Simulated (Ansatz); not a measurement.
input.yaml

```yaml
crystal:
  lattice:
    - [3.0337867951, 0.0, 0.0]
    - [-1.5168933976, 2.6273364342, 0.0]
    - [0.0, 0.0, 3.4597013694]
  atoms:
    - { symbol: Mg, position: [0.0, 0.0, 0.0] }
    - { symbol: B, position: [0.3333333333, 0.6666666667, 0.5] }
    - { symbol: B, position: [0.6666666667, 0.3333333333, 0.5] }
basis:
  ecutwfc: 420
kpoints:
  mp_grid: { grid: [18, 18, 12] }
hamiltonian:
  xc: pbesol
scf:
  occupations: { method: gaussian, width: 0.1 }
output:
  forces: true
  stress: true
  eigenvalues: true
  write_density: true
  write_potential: true
  elf: true
  volumetric_format: npy
relax:
  adjacent_minimum: "off"
  f_tol: 0.01
  max_steps: 30
  cell: { stress_tol: 0.1, fix: [volume] }
```

Launched with
```bash
ansatz run input.yaml --threads 1 --pin off --max-ram 2560MiB --backend cpu --events-out ev --progress --plain --runs-dir out
```

All numbers below come from DFT PBEsol, scalar-relativistic, plane waves, PAW in Ansatz 0.2.0.

From the run's log, abridged (iterations and final results):

```
SCF iter   1: F=—  HF=-2217.781415 eV  |F-HF|=—  |Δ(HF+E_count)|=         —  Δρ=4.33e-3  dr2=6.71e-3  ethr=1.77e-3  ⟨swp⟩=5.0  Hψ=16559  notcnv=0
SCF iter   2: F=—  HF=-2217.780219 eV  |F-HF|=—  |Δ(HF+E_count)|=   1.20e-3  Δρ=2.49e-3  dr2=2.49e-3  ethr=4.19e-5  ⟨swp⟩=1.6  Hψ=5550  notcnv=0
SCF iter   3: F=—  HF=-2217.779419 eV  |F-HF|=—  |Δ(HF+E_count)|=   7.99e-4  Δρ=3.83e-4  dr2=5.21e-5  ethr=1.55e-5  ⟨swp⟩=2.1  Hψ=4061  notcnv=0  defer=1
SCF iter   4: F=—  HF=-2217.779407 eV  |F-HF|=—  |Δ(HF+E_count)|=   1.18e-5  Δρ=6.24e-5  dr2=1.41e-6  ethr=3.26e-7  ⟨swp⟩=2.0  Hψ=4004  notcnv=0  defer=1
SCF iter   5: F=-2217.779407 eV  HF=-2217.779407 eV  |F-HF|=1.59e-8  |Δ(HF+E_count)|=   1.67e-7  Δρ=1.09e-5  dr2=3.95e-8  ethr=8.79e-9  ⟨swp⟩=2.0  Hψ=3700  notcnv=0  defer=1
SCF iter   6: F=-2217.779407 eV  HF=-2217.779407 eV  |F-HF|=4.82e-11  |Δ(HF+E_count)|=   6.17e-9  Δρ=1.02e-6  dr2=2.32e-10  ethr=2.47e-10  ⟨swp⟩=5.6  Hψ=16080  notcnv=0
SCF 1 converged in 6 iterations: F = -2217.779407 eV  dr2 = 2.32e-10
relax step   1: F+E_penalty+E_count = -2217.77940717 eV  Δ(F+E_penalty+E_count) = +0.000e0 eV  max|allowed force component| = 1.449e-16 eV/Å  Δτ_max = 0.0000 Å  P = +5.001 GPa  Ω = 27.577 Å³  fix = [volume]  reactions: volume +5.001 GPa (6 SCF iters, dr2 threshold 1.00e-7 eV, accepted)
Initial density: handed on by an earlier stage of this run
Initial wavefunctions: those handed on with the density
SCF iter   1: F=—  HF=-2217.780086 eV  |F-HF|=—  |Δ(HF+E_count)|=         —  Δρ=3.95e-4  dr2=4.28e-5  ethr=2.23e-7  ⟨swp⟩=2.0  Hψ=20275  notcnv=0
SCF iter   2: F=—  HF=-2217.780082 eV  |F-HF|=—  |Δ(HF+E_count)|=   4.51e-6  Δρ=1.23e-4  dr2=1.45e-6  ethr=2.23e-7  ⟨swp⟩=2.0  Hψ=3947  notcnv=0
SCF iter   3: F=-2217.780082 eV  HF=-2217.780082 eV  |F-HF|=1.42e-7  |Δ(HF+E_count)|=   3.09e-7  Δρ=6.07e-5  dr2=2.99e-7  ethr=1.87e-9  ⟨swp⟩=8.6  Hψ=21043  notcnv=0
SCF 2 converged in 3 iterations: F = -2217.780082 eV  dr2 = 2.99e-7
relax step   2: F+E_penalty+E_count = -2217.78008221 eV  Δ(F+E_penalty+E_count) = -6.750e-4 eV  max|allowed force component| = 4.318e-17 eV/Å  Δτ_max = 0.0000 Å  P = +4.724 GPa  Ω = 27.577 Å³  energy of the carried Pulay correction = -2.346e-5 eV  fix = [volume]  reactions: volume +4.724 GPa (3 SCF iters, dr2 threshold 3.00e-7 eV, accepted)
Initial wavefunctions: pseudopotential atomic-orbital guess (no wavefunctions were taken with the density)
SCF iter   1: F=—  HF=-2217.780110 eV  |F-HF|=—  |Δ(HF+E_count)|=         —  Δρ=6.59e-5  dr2=3.18e-7  ethr=3.64e-8  ⟨swp⟩=3.3  Hψ=25457  notcnv=0
SCF iter   2: F=—  HF=-2217.780118 eV  |F-HF|=—  |Δ(HF+E_count)|=   8.07e-6  Δρ=3.29e-5  dr2=7.63e-8  ethr=1.99e-9  ⟨swp⟩=1.1  Hψ=3207  notcnv=0
SCF iter   3: F=—  HF=-2217.780118 eV  |F-HF|=—  |Δ(HF+E_count)|=   5.00e-8  Δρ=1.30e-6  dr2=3.96e-10  ethr=4.77e-10  ⟨swp⟩=1.6  Hψ=3551  notcnv=0
SCF iter   4: F=-2217.780118 eV  HF=-2217.780118 eV  |F-HF|=9.09e-12  |Δ(HF+E_count)|=  4.05e-11  Δρ=3.60e-7  dr2=2.76e-11  ethr=1.00e-12  ⟨swp⟩=6.8  Hψ=16000  notcnv=0
SCF 3 converged in 4 iterations: F = -2217.780118 eV  dr2 = 2.76e-11
SCF converged after 4 iterations
Free energy (F): -2217.780118 eV
Harris-Foulkes:  -2217.780118 eV  (|F-HF|=9.09e-12)
Internal energy: -2217.777280 eV  (E = F + TS)
E sigma→0 (E₀):  -2217.778699 eV
Entropy (-TS):   -0.002838 eV (-0.946 meV/atom)
Fermi energy:    9.708853 eV
--- Per-component energies (eV) ---
  E_band       = -282.958214
  E_kinetic    = 176.135266
  E_local      = -1497.801713  (includes V_loc(G=0)·N_el)
  E_nonlocal   = 118.911172
  E_hartree    = 533.045117
  E_xc         = -94.476171
  E_vxc        = -115.825424  (∫ρ·V_xc dr)
  E_paw        = -431.343049  (= ΣΔE_a)
  E_vpaw       = -30.467768  (= ΣTr[D̂ρ^β])
  E_aug_tail   = -0.000005  (compensation charges beyond the density's cutoff)
  E_ewald      = -1022.336181
  E_core_change = 0.088284  (= ΣΔE_core)
  E_smearing   = -0.002838  (= −TS)
--- Forces (eV/Å), atoms counted from 1 ---
  atom   1  Mg     0.00000000     0.00000000     0.00000000
  atom   2  B      0.00000000     0.00000000     0.00000000
  atom   3  B      0.00000000     0.00000000     0.00000000
--- Stress (GPa, compression-positive) ---
        4.726375       0.000000       0.000000
        0.000000       4.726375       0.000000
        0.000000       0.000000       4.721929
  P = ⅓ Tr σ = 4.7249 GPa (47.249 kbar)
--- Band table (eV; the first three rows and the last of 259) ---
  k-point 0: bands = ["-64.8737", "-31.8102", "-31.8102", "-31.8049", "-2.9681", "6.7860", "10.1104", "10.1104", "11.6122", "16.1609", "16.1609", "18.2771"]
  k-point 1: bands = ["-64.8736", "-31.8102", "-31.8102", "-31.8056", "-2.9037", "6.2823", "10.1360", "10.1360", "12.2617", "16.1807", "16.1807", "18.2481"]
  k-point 2: bands = ["-64.8736", "-31.8100", "-31.8100", "-31.8075", "-2.7152", "5.2274", "10.2075", "10.2075", "13.7526", "16.2362", "16.2362", "18.1721"]
  k-point 258: bands = ["-64.8685", "-31.8428", "-31.8428", "-31.8060", "3.3240", "3.3240", "4.3561", "7.6247", "7.6247", "13.5184", "21.6876", "22.1179"]
--- Relaxed structure (2 steps of the walk, 2 accepted, 1 SCFs on fresh bases) ---
  F+E_penalty+E_count = -2217.78011804 eV   max|allowed force component| = 1.727e-16 eV/Å   (the final SCF, on the basis selected at the relaxed cell)
  cell:  # Å, volume = 27.5765 Å³
    - [3.03989331, 0.0, 0.0]
    - [-1.51994665, 2.63262483, 0.0]
    - [0.0, 0.0, 3.44581567]
  atoms:
    - { symbol: Mg, position: [0.0, 0.0, 0.0] }
    - { symbol: B, position: [0.33333333, 0.66666666, 0.49999999] }
    - { symbol: B, position: [0.66666666, 0.33333333, 0.49999999] }
```

The relaxation met its thresholds.

It took 18 s on 1 thread of Arm Neoverse V1, with other jobs on the host, peak memory 0.37 GiB.